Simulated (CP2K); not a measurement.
Runs of CP2K 2026.2 on Sn. The structure is tetragonal, space group I4_1/amd (No. 141). The conventional cell has a = 5.880 Å, b = 5.880 Å, c = 3.199 Å, α = 90.00°, β = 90.00°, γ = 90.00°. Sn (site symmetry -4m2) has 6 Sn at 3.05 to 3.20 Å as nearest neighbours. 

```csv
task,potentials or basis,basis sets,potentials,points a segment of the path (NPOINTS),bands added on the path,gap on the mesh (eV),pressure (GPa),V0 of scaled cells (Å³/atom),B0 (GPa)
band structure,POTENTIAL_UZH Sn GTH-PBE-q4; TZVP-MOLOPT-PBE-GTH basis,Sn TZVP-MOLOPT-PBE-GTH-q4,Sn GTH-PBE-q4 of POTENTIAL_UZH,8,6,none,(b),-,-
equation of state,POTENTIAL_UZH Sn GTH-PBE-q14; TZVP-MOLOPT-PBE-GTH basis,Sn TZVP-MOLOPT-PBE-GTH-q14,Sn GTH-PBE-q14 of POTENTIAL_UZH,-,-,-,-,28.42,47
band structure,POTENTIAL_UZH Sn GTH-PBE-q14; TZVP-MOLOPT-PBE-GTH basis,Sn TZVP-MOLOPT-PBE-GTH-q14,Sn GTH-PBE-q14 of POTENTIAL_UZH,8,6,none,1.4,-,-
equation of state,POTENTIAL_UZH Sn GTH-PBE-q4; TZVP-MOLOPT-PBE-GTH basis,Sn TZVP-MOLOPT-PBE-GTH-q4,Sn GTH-PBE-q4 of POTENTIAL_UZH,-,-,-,-,28.99,(a)
```

Alike in all rows: level PBE; no spin polarisation; cell as given; k mesh 9 × 9 × 9; smearing fermi-dirac 0.05 eV.

**Question.** Estimate the missing entries.

**Answer.** (a) 46; (b) 2.4.

Caveats: the basis of atomic orbitals isn't converged, which shifts pressures, moduli and gaps; spin-orbit coupling is left out, which moves the levels of the heavy elements (some runs); the cell was scaled at fixed shape and fractional positions, which overstates the stiffness of a crystal with free parameters, most of all of layers and chains (some runs).

A k mesh can miss the band edges, and the runs leave out spin-orbit coupling on Sn.

A gap of «none» marks a metal or a gap under the smearing width.

The runs don't all hold the same shells in valence.
